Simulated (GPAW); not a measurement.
The system is Pt.

```xyz
1
Lattice="0.0000 1.9609 1.9609 1.9609 0.0000 1.9609 1.9609 1.9609 0.0000" Properties=species:S:1:pos:R:3 pbc="T T T"
Pt    0.0000    0.0000    0.0000
```

- Program: GPAW 26.7.0
- Task: relaxation of cell and atoms
- Functional: PBEsol
- Dispersion: D3
- Potentials or basis: PAW data sets generated in the run's folder for this functional
- Cutoff: 600 eV
- Basis: pw
- k mesh: 12 × 12 × 12
- Occupations: fermi-dirac, width 0.05 eV
- Spin: no spin polarisation

At the start: pressure -8.9 GPa; volume 15.08 Å³/atom.

**Question.** How do energy, volume and symmetry change on relaxing?

**Answer.** Over 3 steps the energy falls by 13.4 meV/atom and the volume is 14.62 Å³/atom (-3.1 %); space group Fm-3m (No. 225, to 0.05 Å).

Step by step:
| step | energy change (eV) | largest force (eV/Å) | pressure (GPa) | volume (Å³) |
| --- | --- | --- | --- | --- |
| 1 | 0.0000 | 0.0000 | -8.86 | 15.08 |
| 2 | -0.0132 | 0.0000 | 1.32 | 14.55 |
| 3 | -0.0134 | 0.0000 | -0.07 | 14.62 |

Final structure:
```xyz
1
Lattice="0.0000 1.9406 1.9406 1.9406 0.0000 1.9406 1.9406 1.9406 0.0000" Properties=species:S:1:pos:R:3 pbc="T T T"
Pt    0.0000    0.0000    0.0000
```

Caveat: later steps reuse the first step's grids; pairwise dispersion overbinds metals, which lowers pressure and volume.
